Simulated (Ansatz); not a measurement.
Fe: converged, but where?

We look at Fe: a measured crystal structure (space group Fm-3m, primitive cell doubled), with 2 atoms per cell. The computed pressure is over 10 GPa in size, so the cell is far from the computed equilibrium volume. Source: COD entry 9015321; it may be a high-temperature, high-pressure or metastable form.

Theory: Ansatz development build ahead of 0.2.0, DFT, PBEsol, PAW, plane waves, scalar-relativistic.

```yaml
crystal:
  lattice:
    - [-1.7425, -1.7425, -3.485]
    - [1.7425, -1.7425, 0.0]
    - [-1.7425, -1.7425, 0.0]
  atoms:
    - { symbol: Fe, position: [0.0, 0.0, 0.0], spin: 4.0 }
    - { symbol: Fe, position: [0.5, 0.5, 0.0] }
magnetization:
  spin_polarized: true
hamiltonian:
  xc: pbesol
  pseudopotentials: { kind: paw }
basis:
  ecutwfc: 420
kpoints:
  mp_grid: { grid: [7, 10, 12] }
scf:
  occupations: { method: fermi_dirac, width: 0.1 }
  lower_state_search: "off"
output:
  forces: true
  stress: true
```

Time: 20 s on 2 threads of Intel(R) Xeon(R) Platinum 8259CL CPU @ 2.50GHz (shared host), peak memory 0.56 GiB.

The end of the output:

```
SCF converged after 31 iterations
Magnetization: 0.0001 μB (16.0001 up, 15.9999 down)
Absolute magnetization: 2.4855 μB (∫|ρ↑−ρ↓|, with the PAW one-centre terms)
Spin contamination: 0.7327 ħ² per cell (⟨S²⟩ above its minimum at these occupations)
Per-site moments (μB) at R_I (Å): [(1.2043, 1.0165), (-1.2041, 1.0165)]
Free energy (F): -8897.624993 eV
Harris-Foulkes:  -8897.624993 eV  (|F-HF|=4.63e-9)
Internal energy: -8897.520956 eV  (E = F + TS)
E sigma→0 (E₀):  -8897.572974 eV
Entropy (-TS):   -0.104037 eV (-52.018 meV/atom)
Fermi energy:    20.161862 eV
--- Forces (eV/Å), atoms counted from 1 ---
  atom   1  Fe     0.00000000     0.00000000     0.00000000
  atom   2  Fe     0.00000000    -0.00000000     0.00000000
--- Stress (GPa, compression-positive) ---
      -13.983083      -0.221635      -0.018641
       -0.221635     -13.983083      -0.018641
       -0.018641      -0.018641      -3.515912
  P = ⅓ Tr σ = -10.4940 GPa (-104.940 kbar)
```

The mesh is too coarse to rank close states of a metal with certainty: differences of some tens of meV/atom may change, at times in sign. The mesh has less symmetry than the lattice, which lowers the symmetry of the run.

Site moments are taken inside atomic spheres and don't add up to the total.

Problem. Has the SCF ended in the lowest solution? If not, by how much is it too high?

Solution. No lower state turned up: it is the lowest of 3 states reached by 13 converged runs, and the next lies 29.4 meV/atom higher (ferromagnetic, site moments Fe1 0.87, Fe2 0.87 μB, total 1.73 μB per cell, no gap on the k-mesh). That doesn't prove a ground state. This multiple of the primitive cell fits some opposed orders; other multiples fit others. Only collinear orders within this cell were tried; the true ground state may need a larger cell.
